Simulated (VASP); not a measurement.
# TaS2 (P-3m1) in VASP: settings compared, part 2 of 2

VASP 6.6.1.

## 4. Relaxation of cell and atoms, PBE+D3(BJ)

This run uses another cell than the first one, of 18.50 Å³/atom, 0.980 times its volume.

INCAR reads:

```
SYSTEM = TaS2
PREC     = Accurate       ! precision mode
ENCUT    = 600            ! plane-wave cutoff, eV
EDIFF    = 1E-7           ! SCF threshold, eV
ISMEAR   = 1              ! smearing method
SIGMA    = 0.1            ! smearing width, eV
LREAL    = .FALSE.        ! projectors in reciprocal space
LASPH    = .TRUE.         ! aspherical terms in the spheres
NELM     = 80             ! most SCF steps
ALGO     = Normal         ! electronic algorithm
ISIF     = 3              ! what is computed and relaxed
LWAVE    = .FALSE.        ! write WAVECAR
LCHARG   = .FALSE.        ! write CHGCAR
GGA      = PE             ! functional
IVDW     = 12             ! dispersion correction
IBRION   = 2              ! ionic algorithm
NSW      = 90             ! ionic steps
EDIFFG   = -0.005         ! ionic threshold
```

KPOINTS reads:

```
Automatic mesh
0
G
  15 15 6
  0 0 0
```

POSCAR reads:

```
TaS2                                    
1.0
    3.3266507393     -0.0000000000      0.0000000000
   -1.6633253697      2.8809640498     -0.0000000000
    0.0000000000      0.0000000000      5.7916455054
  Ta              S             
     1     2
Direct
     0.0000000000000000    0.0000000000000000    0.0000000000000000
     0.3333333332999970    0.6666666667000030    0.2670189834898931
     0.6666666667000030    0.3333333332999970    0.7329810165101072
```

Potentials or basis: VASP PAW PBE potentials, release 64 (Ta_pv, S).

Launch:

```
cat potpaw_PBE.64/Ta_pv/POTCAR potpaw_PBE.64/S/POTCAR > POTCAR
mpirun -np 1 vasp_std > vasp.out
```

OUTCAR:

```text
SYSTEM = TaS2
   PREC = Accurate
   ENCUT = 600
   EDIFF = 1E-7
   ISMEAR = 1
   LREAL = .FALSE.
   LASPH = .TRUE.
   NELM = 80
   ISIF = 3
   GGA = PE
   IVDW = 12
   IBRION = 2
   NSW = 90
   EDIFFG = -0.005
 IVDW          = 12

 ion  position               nearest neighbor table
   1  0.000  0.000  0.000-   2 2.47   3 2.47   3 2.47   2 2.47   3 2.47   2 2.47
   2  0.333  0.667  0.267-   1 2.47   1 2.47   1 2.47
   3  0.667  0.333  0.733-   1 2.47   1 2.47   1 2.47

  LATTYP: Found a hexagonal cell.
 ALAT       =     3.3266507393
 C/A-ratio  =     1.7409839383

  Lattice vectors:

 A1 = (   3.3266507393,   0.0000000000,   0.0000000000)
 A2 = (  -1.6633253697,   2.8809640498,   0.0000000000)
 A3 = (   0.0000000000,   0.0000000000,   5.7916455054)

Analysis of symmetry for initial positions (statically):
=====================================================================
 Subroutine PRICEL returns:
 Original cell was already a primitive cell.

 Routine SETGRP: Setting up the symmetry group for a
 hexagonal supercell.

 Subroutine GETGRP returns: Found 12 space group operations
 (whereof 12 operations were pure point group operations)
 out of a pool of 24 trial point group operations.

The static configuration has the point symmetry D_3d.

Analysis of symmetry for dynamics (positions and initial velocities):
=====================================================================
 Subroutine PRICEL returns:
 Original cell was already a primitive cell.

 Routine SETGRP: Setting up the symmetry group for a
 hexagonal supercell.

 Subroutine GETGRP returns: Found 12 space group operations
 (whereof 12 operations were pure point group operations)
 out of a pool of 24 trial point group operations.

The dynamic configuration has the point symmetry D_3d.

 Subroutine INISYM returns: Found 12 space group operations
 (whereof 12 operations are pure point group operations),
[... 129 lines left out ...]
 conjugate gradient relaxation of ions
 non-spin polarized calculation
 Methfessel and Paxton  Order N= 1 SIGMA  =   0.10
  energy-cutoff  :      600.00
  volume of cell :       55.51
 maximum number of plane-waves:      1884
 NGX is ok and might be reduce to    28
   NGX = 13   NGY = 13   NGZ = 23

 number of electron      22.9999999 magnetization

 Free energy of the ion-electron system (eV)
  ---------------------------------------------------
  ext. energy  EPLUGINS =         0.00000000
  ---------------------------------------------------
  free energy    TOTEN  =       -23.07728980 eV

  energy without entropy =      -23.07681448  energy(sigma->0) =      -23.07713136

 E-fermi :   5.9563     XC(G=0): -10.7547

 val. band max:        5.9455887022   @ k =   0.0000   0.1333   0.1667
 cond. band min:       5.9617455513   @ k =  -0.1333   0.3333   0.3333
 fundamental gap:      0.0161568491
 Fermi energy:         5.9562692887

 k-point     1 :       0.0000    0.0000    0.0000
  band No.  band energies     occupation
      1     -29.3027      2.00000
      2     -29.2770      2.00000
      3     -29.2770      2.00000
      4      -9.1156      2.00000
      5      -7.0634      2.00000
      6      -1.2043      2.00000
      7       2.1625      2.00000
      8       2.1625      2.00000
      9       4.8371      2.00000
     10       5.3667      2.00000
     11       5.3667      2.00000
     12       5.8957      1.84525
     13       6.1611     -0.01361
     14       6.1611     -0.01361
[... 401 lines left out ...]
      2     -29.4156      2.00000
      3     -29.2381      2.00000
      4      -7.0629      2.00000
      5      -6.8098      2.00000
      6      -0.4260      2.00000
      7       0.7388      2.00000
      8       1.6260      2.00000
      9       1.8717      2.00000
     10       2.1328      2.00000
     11       2.8498      2.00000
     12       6.6887     -0.00000
     13       8.3150      0.00000
     14       8.5203      0.00000
     15       9.8783      0.00000

 [... further k-points ...]

------------------------ aborting loop because EDIFF is reached ----------------------------------------

 Edisp (eV)   -1.27789

 E8    (eV) :    -0.5471

  FORCE on cell =-STRESS in cart. coord.  units (eV):
  Direction    XX          YY          ZZ          XY          YZ          ZX
  --------------------------------------------------------------------------------------
  -------------------------------------------------------------------------------------
  Total       0.00238     0.00238    -0.00762    -0.00000     0.00000     0.00000
  in kB       0.06862     0.06862    -0.22004    -0.00000     0.00000     0.00000
  external pressure =       -0.03 kB  Pullay stress =        0.00 kB

 VOLUME and BASIS-vectors are now :
 -----------------------------------------------------------------------------
  energy-cutoff  :      600.00
  volume of cell :       55.51
      direct lattice vectors                 reciprocal lattice vectors
     3.326650739  0.000000000  0.000000000     0.300602642  0.173553016  0.000000000
    -1.663325370  2.880964050  0.000000000     0.000000000  0.347106032  0.000000000
     0.000000000  0.000000000  5.791645505     0.000000000  0.000000000  0.172662501

 POSITION                                       TOTAL-FORCE (eV/Angst)
 -----------------------------------------------------------------------------------
      0.00000      0.00000      0.00000        -0.000000      0.000000      0.000000
     -0.00000      1.92064      1.54648         0.000000      0.000000     -0.002983
      1.66333      0.96032      4.24517        -0.000000      0.000000      0.002983
 -----------------------------------------------------------------------------------
    total drift:                                0.000000      0.000000      0.000000

  FREE ENERGIE OF THE ION-ELECTRON SYSTEM (eV)
  ---------------------------------------------------
  free  energy   TOTEN  =       -24.3551758759 eV

  energy  without entropy=      -24.3547005535  energy(sigma->0) =      -24.35501744

 reached required accuracy - stopping structural energy minimisation
```

OSZICAR:

```text
N       E                     dE             d eps       ncg     rms          rms(c)
DAV:   1     0.162890891883E+03    0.16289E+03   -0.12754E+04  4380   0.156E+03
DAV:   2    -0.171752422888E+02   -0.18007E+03   -0.17798E+03  5507   0.342E+02
DAV:   3    -0.245331547243E+02   -0.73579E+01   -0.72375E+01  6026   0.647E+01
DAV:   4    -0.246160761746E+02   -0.82921E-01   -0.82743E-01  5720   0.769E+00
DAV:   5    -0.246175960546E+02   -0.15199E-02   -0.15195E-02  6193   0.972E-01    0.195E+01
DAV:   6    -0.232098673912E+02    0.14077E+01   -0.76577E+00  5227   0.178E+01    0.108E+01
DAV:   7    -0.230930446197E+02    0.11682E+00   -0.92701E-01  5197   0.578E+00    0.458E+00
DAV:   8    -0.230794910420E+02    0.13554E-01   -0.16136E-01  5794   0.288E+00    0.962E-01
DAV:   9    -0.230774177562E+02    0.20733E-02   -0.92797E-03  5702   0.741E-01    0.437E-01
DAV:  10    -0.230772444832E+02    0.17327E-03   -0.33492E-03  5787   0.392E-01    0.101E-01
DAV:  11    -0.230772640327E+02   -0.19549E-04   -0.19672E-04  5990   0.979E-02    0.355E-02
DAV:  12    -0.230772903273E+02   -0.26295E-04   -0.48820E-05  5549   0.567E-02    0.203E-02
DAV:  13    -0.230772896985E+02    0.62878E-06   -0.11380E-05  6067   0.249E-02    0.613E-03
DAV:  14    -0.230772898032E+02   -0.10471E-06   -0.86535E-07  5836   0.714E-03    0.219E-03
DAV:  15    -0.230772897980E+02    0.52480E-08   -0.98262E-08  4396   0.249E-03
   1 F= -.24355176E+02 E0= -.24355017E+02  d E =-.243552E+02
```

CONTCAR:

```text
TaS2
   1.00000000000000
     3.3266507393000002    0.0000000000000000    0.0000000000000000
    -1.6633253696999999    2.8809640498000002    0.0000000000000000
     0.0000000000000000    0.0000000000000000    5.7916455054000000
  Ta              S
     1     2
Direct
     0.0000000000000000    0.0000000000000000    0.0000000000000000
     0.3333333332999970    0.6666666667000030    0.2670189834898906
     0.6666666667000030    0.3333333332999970    0.7329810165101094

  0.00000000E+00  0.00000000E+00  0.00000000E+00
  0.00000000E+00  0.00000000E+00  0.00000000E+00
  0.00000000E+00  0.00000000E+00  0.00000000E+00
```

It took 55 s on 1 thread of Intel Xeon 6975P-C (Granite Rapids), shared host; peak memory 0.3 GiB.

What came out:

* Free energy: -24.3552 eV
* Pressure after relaxing: 0.0 GPa
* Band gap on the k mesh: none (metal or under the smearing width)
* Dispersion energy per atom: -0.426 eV

Forces on the atoms (eV/Å):
```
Ta   0.000  0.000  0.000
S    0.000  0.000 -0.003
S    0.000  0.000  0.003
```

Final structure:
```xyz
3
Lattice="3.3267 0.0000 0.0000 -1.6633 2.8810 0.0000 0.0000 0.0000 5.7916" Properties=species:S:1:pos:R:3 pbc="T T T"
Ta    0.0000    0.0000    0.0000
S     0.0000    1.9206    1.5465
S     1.6633    0.9603    4.2452
```

Caveat: the relaxation stopped at its first step, so nothing moved; pairwise dispersion overbinds metals, which lowers pressure and volume.
